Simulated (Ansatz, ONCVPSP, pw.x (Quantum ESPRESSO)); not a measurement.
pw.x on bcc Hf: one setting changed

Potential: optimised norm-conserving Vanderbilt (ONCV), ONCVPSP 4.0.1.1 (patched build), PBE; core [Kr] 4d10 4f14, reference 5s2 5p6 5d2 6s2; waves: 5s+6s: rc 1.75 bohr, ncon 4, nbas 9, qcut 9.1 1/bohr, 3 projectors, debl 2.2 Ha; 5p: rc 2.15 bohr, ncon 5, nbas 9, qcut 5.4 1/bohr, 1 projector; 5d: rc 3.00 bohr, ncon 3, nbas 8, qcut 4.2 1/bohr, 2 projectors, debl 2.8 Ha; local part: polynomial inside 1.30 bohr (lpopt 5, dvloc0 2 Ha); core correction: polynomial model core, fcfact 0.65.

The reference run (k-mesh 13³, cutoffs 65/260 Ry, Fermi–Dirac 0.01 Ry, mixing_beta 0.4, conv_thr 1e-9, no spin) gives -0.76 GPa at 22.374 Å³/atom, where all-electron LAPW gives 0.21 GPa. This run, with its own iteration cap, changes k-mesh points per axis to 6.

```
&control
  calculation='scf', prefix='x', pseudo_dir='./', outdir='./tmp', tstress=.true., disk_io='none'
/
&system
  ibrav=0, nat=1, ntyp=1, ecutwfc=65, ecutrho=260, nbnd=14,
  occupations='smearing', smearing='fd', degauss=0.01
/
&electrons
  conv_thr=1e-09, mixing_beta=0.4, electron_maxstep=50
/
ATOMIC_SPECIES
Hf 1.0 Hf.UPF
CELL_PARAMETERS angstrom
  -1.77512067 1.77512067 1.77512067
  1.77512067 -1.77512067 1.77512067
  1.77512067 1.77512067 -1.77512067
ATOMIC_POSITIONS crystal
Hf 0.0000 0.0000 0.0000
K_POINTS automatic
6 6 6 0 0 0
```

```bash
pw.x < Hf.scf.in > Hf.scf.out
```

Problem. How does the run end?

Solution. It converges in 6 iterations; the free energy moves by +14.2 meV/atom and the pressure by +0.46 GPa.

```
Message from routine setup:
     using ibrav=0 with symmetry is DISCOURAGED, use correct ibrav instead
     lattice parameter (alat)  =       5.8102  a.u.
     unit-cell volume          =     150.9872 (a.u.)^3
     number of electrons       =        12.00
     number of Kohn-Sham states=           14
     kinetic-energy cutoff     =      65.0000  Ry
     charge density cutoff     =     260.0000  Ry
     scf convergence threshold =      1.0E-09
     Exchange-correlation= PBE
     number of k points=    16  Fermi-Dirac smearing, width (Ry)=  0.0100
     iteration #  1     ecut=    65.00 Ry     beta= 0.40
     total energy              =    -129.18328605 Ry
     estimated scf accuracy    <       0.01560265 Ry
     iteration #  2     ecut=    65.00 Ry     beta= 0.40
     total energy              =    -129.18275775 Ry
     estimated scf accuracy    <       0.00336187 Ry
     iteration #  3     ecut=    65.00 Ry     beta= 0.40
     total energy              =    -129.18310155 Ry
     estimated scf accuracy    <       0.00010234 Ry
     iteration #  4     ecut=    65.00 Ry     beta= 0.40
     total energy              =    -129.18311195 Ry
     estimated scf accuracy    <       0.00000157 Ry
     iteration #  5     ecut=    65.00 Ry     beta= 0.40
     total energy              =    -129.18311252 Ry
     estimated scf accuracy    <       0.00000061 Ry
     iteration #  6     ecut=    65.00 Ry     beta= 0.40
     the Fermi energy is    14.2840 ev
!    total energy              =    -129.18311263 Ry
     estimated scf accuracy    <          2.3E-10 Ry
     smearing contrib. (-TS)   =      -0.00960601 Ry
     The total energy is F=E-TS. E is the sum of the following terms:
     one-electron contribution =     -19.15748902 Ry
     hartree contribution      =      14.01965580 Ry
     xc contribution           =     -45.92404999 Ry
     ewald contribution        =     -78.11162341 Ry
     convergence has been achieved in   6 iterations
          total   stress  (Ry/bohr**3)                   (kbar)     P=       -2.91
     Message from routine punch:
     Nothing written, as per user request (disk_io='none')
```

The run took about 5.3 s on one core of a shared host (Neoverse-N1, 64 threads, 124 GiB, load 62).
